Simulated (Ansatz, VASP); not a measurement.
## LiCl: VASP beside Ansatz

```
Li Cl
1.0
     0.00000    2.56476    2.56476
     2.65453    0.00000    2.56476
     2.65453    2.56476    0.00000
Li Cl
1 1
Cartesian
  0.0000 0.0000 0.0000
  2.6545 2.5648 2.5648
```

Change from the starting cell: strain +0.0350 x Voigt [1, 0, 0, 0, 0, 0], atoms carried along.

Alike in both runs: task single point; functional PBE; k mesh 8 × 8 × 8; occupations gaussian, width 0.05 eV; no spin polarisation.

|  | VASP | Ansatz |
| --- | --- | --- |
| version | VASP 6.6.1 | Ansatz 0.2.0 |
| potentials or method | VASP PAW PBE potentials, release 64 (Li_sv, Cl) | scalar-relativistic, plane waves, PAW |
| plane-wave cutoff (eV) | 520 | 420 |
| valence electrons in the cell | 10 | 10 |

```tsv
	VASP	Ansatz	Ansatz less VASP
gap on the k mesh at the Fermi level (eV)	6.10	6.08	-0.012
least direct gap on the mesh (eV)	6.10	6.08	-0.012
```

 A k mesh can miss the band edges.
